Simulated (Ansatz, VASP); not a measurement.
## One calculation of AlN, two programs

Contents of INCAR:

```
SYSTEM = AlN
ALGO = Normal ; EDIFF = 1E-7
ENCUT = 520 ; GGA = PE
ISIF = 2 ; ISMEAR = 0
LASPH = .True. ; LCHARG = .True.
LELF = .True. ; LREAL = .False.
LVHAR = .True. ; LWAVE = .False.
NBANDS = 11 ; NELM = 60
PREC = Accurate ; SIGMA = 0.05
```

KPOINTS

```
k-points
0
Gamma
  10 10 10
  0 0 0
```

POSCAR

```
AlN
1.0
    0.0000000000      2.2676347174      2.2676347174
    2.2676347174      0.0000000000      2.2676347174
    2.2676347174      2.2676347174      0.0000000000
Al N
1 1
Direct
    0.0000000000      0.0000000000      0.0000000000
    0.7500000000      0.7500000000      0.7500000000
```

Input for Ansatz:

```yaml
crystal:
  lattice:
    - [0.0, 2.2676347174, 2.2676347174]
    - [2.2676347174, 0.0, 2.2676347174]
    - [2.2676347174, 2.2676347174, 0.0]
  atoms:
    - { symbol: Al, position: [0.0, 0.0, 0.0] }
    - { symbol: "N", position: [0.75, 0.75, 0.75] }
basis:
  ecutwfc: 420
kpoints:
  mp_grid: { grid: [10, 10, 10] }
hamiltonian:
  xc: pbe
scf:
  occupations: { method: gaussian, width: 0.05 }
output:
  forces: true
  stress: true
  eigenvalues: true
```

Change from the starting cell: strain +0.030 along x and y, +0.030 along z, atoms carried along.

Alike in both runs: task single point; functional PBE; k mesh 10 × 10 × 10; occupations gaussian, width 0.05 eV; no spin polarisation.

|  | VASP | Ansatz |
| --- | --- | --- |
| version | VASP 6.6.1 | Ansatz 0.2.0 |
| potentials or method | VASP PAW PBE potentials, release 64 (Al, N) | scalar-relativistic, plane waves, PAW |
| plane-wave cutoff (eV) | 520 | 420 |
| valence electrons in the cell | 8 | 8 |

```csv
,VASP,Ansatz,Ansatz less VASP
gap on the k mesh at the Fermi level (eV),3.23,3.23,-0.004
least direct gap on the mesh (eV),3.23,3.23,-0.004
pressure (GPa),-14.6,-14.3,+0.26
```

A k mesh can miss the band edges.
